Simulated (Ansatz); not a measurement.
**As (Arsenolamprite): further runs on the relaxed cell**

Aim: for As (Arsenolamprite), relax it again with other functionals.

Computed with Ansatz 0.2.0 (DFT PBE+D3(BJ), scalar-relativistic, plane waves, PAW, unless a step's input says otherwise).

2 further runs of the same task are left out: 2 set aside as unsound or not needed.

## (1) The starting structure

The structure is orthorhombic, space group Cmce (No. 64). Conventional cell: a = 3.736 Å, b = 10.830 Å, c = 4.299 Å, α = 90.00°, β = 90.00°, γ = 90.00°. As (site symmetry m) is surrounded by 3 As at 2.49 to 2.51 Å.

As a file:

```
As
1.0
     1.86806   -5.41476    0.00000
     1.86806    5.41476    0.00000
     0.00000    0.00000    4.29897
As
4
Direct
  0.11265 0.88735 0.05556
  0.61265 0.38735 0.44444
  0.88735 0.11265 0.94444
  0.38735 0.61265 0.55556
```

It is the result of an earlier relaxation at this level (volume 21.74 Å³/atom; gap on the mesh: none (metal)).

## (2) Relaxing with PBEsol

Contents of input.yaml:

```yaml
crystal:
  lattice:
    - [1.8680572768, -5.4147564453, 0.0]
    - [1.8680572768, 5.4147564453, 0.0]
    - [0.0, 0.0, 4.2989676045]
  atoms:
    - { symbol: As, position: [0.1126485188, 0.8873514812, 0.0555640984] }
    - { symbol: As, position: [0.6126485188, 0.3873514812, 0.4444359016] }
    - { symbol: As, position: [0.8873514812, 0.1126485188, 0.9444359016] }
    - { symbol: As, position: [0.3873514812, 0.6126485188, 0.5555640984] }
basis:
  ecutwfc: 420
kpoints:
  mp_grid: { grid: [12, 12, 10] }
hamiltonian:
  xc: pbesol
scf:
  occupations: { method: gaussian, width: 0.1 }
output:
  forces: true
  stress: true
  eigenvalues: true
  write_density: true
  write_potential: true
  elf: true
  volumetric_format: npy
relax:
  adjacent_minimum: "off"
  f_tol: 0.005
  max_steps: 50
  cell: { stress_tol: 0.05 }
```

Launch:

```sh
$ ansatz run input.yaml --threads 2 --pin off --max-ram 5120MiB --backend cpu --events-out ev --progress --plain --runs-dir out
```

## (3) Relaxing with PBE

Changes to input.yaml since step 2:

```diff
@@ -15,3 +15,3 @@
 hamiltonian:
-  xc: pbesol
+  xc: pbe
 scf:
@@ -22,6 +22,2 @@
   eigenvalues: true
-  write_density: true
-  write_potential: true
-  elf: true
-  volumetric_format: npy
 relax:
```

## (4) The cell under LDA

Changes to input.yaml since step 3:

```diff
@@ -15,3 +15,3 @@
 hamiltonian:
-  xc: pbe
+  xc: lda
 scf:
```

## (5) Relaxing with r2SCAN

Changes to input.yaml since step 4:

```diff
@@ -11,3 +11,3 @@
 basis:
-  ecutwfc: 420
+  ecutwfc: 500
 kpoints:
@@ -15,3 +15,3 @@
 hamiltonian:
-  xc: lda
+  xc: r2scan
 scf:
```

(Steps that only read results are left out.)

Before running it: what results should come out?

As calculated:

The volumes rise in the order LDA, PBE+D3(BJ), PBEsol, r2SCAN, PBE, over 17.5 %. PBEsol comes nearest to the reported cell (-3.0 %).
